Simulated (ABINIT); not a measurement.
A run of ABINIT 10.8.3 (patched build) is set up as follows.

run.abi

```
# Datasets
ndtset 2

# Pseudopotentials
pp_dirpath "./"
pseudos "Au.upf"

# Structure
acell 2.9524655968 2.9524655968 4.71860019 Angstrom
rprim
     0.4694308890    -0.8829692183     0.0000000000
     0.4694308890     0.8829692183     0.0000000000
     0.0000000000     0.0000000000     1.0000000000
ntypat 1
znucl 79
natom 2
typat 1 1
chkprim 0
chksymtnons 0
tolsym 1.0e-6
xred
   0.3424905800   0.6575094200            1/4
   0.6575094200   0.3424905800            3/4

# Plane-wave basis
ecut 38.0
ecutsm 0.5

# k points
ngkpt 12 12 8
nshiftk 1
shiftk 0.0 0.0 0.0

# Exchange and correlation
ixc -116133

# Bands and occupations
nband 27
occopt 3
tsmear 0.00499791

# SCF cycle
nstep 80

# Output
prteig 0
prtebands 0
prtwf 0
prtden 0
prtpot 0

# Dataset 1: ground state
kptopt1 1
tolvrs1 1.0e-15
prtwf1 1
tolwfr1 1.0e-14
nbdbuf1 4
nline1 6

# Dataset 2: response at q = 0 to atomic displacements
rfphon2 1
rfatpol2 1 2
rfdir2 1 1 1
getwfk2 1
kptopt2 2
nqpt2 1
qpt2 0.0 0.0 0.0
tolvrs2 1.0e-9
```

mrgddb.in

```
merged_DDB
Au
2
runo_DS1_DDB
runo_DS2_DDB
```

The input anaddb.abi:

```
ddb_filepath "merged_DDB"
output_file "anaddb.abo"
outdata_prefix "ana"
asr 1
chneut 0
dipdip 0
dieflag 0
enunit 0
eivec 1
nph1l 1
qph1l 0.0 0.0 0.0 1.0
```

Potentials or basis: PseudoDojo NC SR PBEsol v0.4.1 standard.

The run is started by

```console
$ mpirun --bind-to none -np 4 abinit run.abi > log 2>&1
$ mrgddb < mrgddb.in > mrgddb.log 2>&1
$ anaddb anaddb.abi > anaddb.log 2>&1
```

Problem. Estimate the highest phonon frequency at Γ.

Solution. 151 cm⁻¹.

Problem. What does it give for the pressure?

Solution. 0.0 GPa.

Problem. What does it give for the band gap on the k mesh?

Solution. None (metal or under the smearing width).

Stress tensor (GPa, compression positive):
```
 1.85  0.00  0.00
 0.00 -2.22  0.00
 0.00  0.00  0.41
```

The run has no spin-orbit coupling, so splittings on Au are missing.
